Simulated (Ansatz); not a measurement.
Starting cell, CaF₂ (fluorite):

```yaml
crystal:
  lattice:
    - [0.00000, 5.51096, 5.51096]
    - [2.75548, 0.00000, 2.75548]
    - [2.75548, 2.75548, 0.00000]
  atoms:
    - { symbol: Ca, position: [0.00000, 0.00000, 0.00000] }
    - { symbol: Ca, position: [0.50000, 0.00000, 0.00000] }
    - { symbol: F, position: [0.12500, 0.25000, 0.25000] }
    - { symbol: F, position: [0.62500, 0.25000, 0.25000] }
    - { symbol: F, position: [0.37500, 0.75000, 0.75000] }
    - { symbol: F, position: [0.87500, 0.75000, 0.75000] }
```

A phonon eigenvector at L = (0.5, 0.0, 0.0) is frozen into this cell: atom i moves by Q times the vector below, so Q is the largest atomic displacement, in Å. The cell is held. It is one choice among 2 degenerate patterns. (q is in reciprocal vectors of the primitive cell; the cell shown is doubled to hold the pattern.)

| atom | x | y | z |
|---|---|---|---|
| Ca1 | -0.131 | 0.239 | -0.371 |
| Ca2 | 0.131 | -0.239 | 0.371 |
| F3 | 0.285 | -0.520 | 0.805 |
| F4 | -0.285 | 0.520 | -0.805 |
| F5 | -0.285 | 0.520 | -0.805 |
| F6 | 0.285 | -0.520 | 0.805 |

Level of theory: PBE (plane waves to 420 eV, PAW, scalar-relativistic; Ansatz, a program for electronic structure). k mesh 5×10×10 (Γ-centred), Fermi-Dirac smearing 0.05 eV. CaF2 was relaxed with its symmetry unable to fall. 

```tsv
Q (Å)	−dE/dQ from forces (eV/Å)
-0.100	2.354
-0.083	1.932
-0.067	1.526
-0.050	1.133
-0.033	0.750
-0.017	0.373
0.000	0.000
0.017	-0.373
0.033	-0.750
0.050	-1.133
0.067	-1.526
0.083	-1.932
0.100	-2.354
```

Task: What harmonic wavenumber does the curvature at Q = 0 give?

Result: 256 cm⁻¹. E″ = 22.37 eV/Å², M = Σ mᵢ|uᵢ|² = 93.0 u, ν̃ = 521.5·√(|E″|/M).

(For displaced atoms, the force is minus the slope of the energy, and its curvature is a force constant, which sets phonon frequencies.)
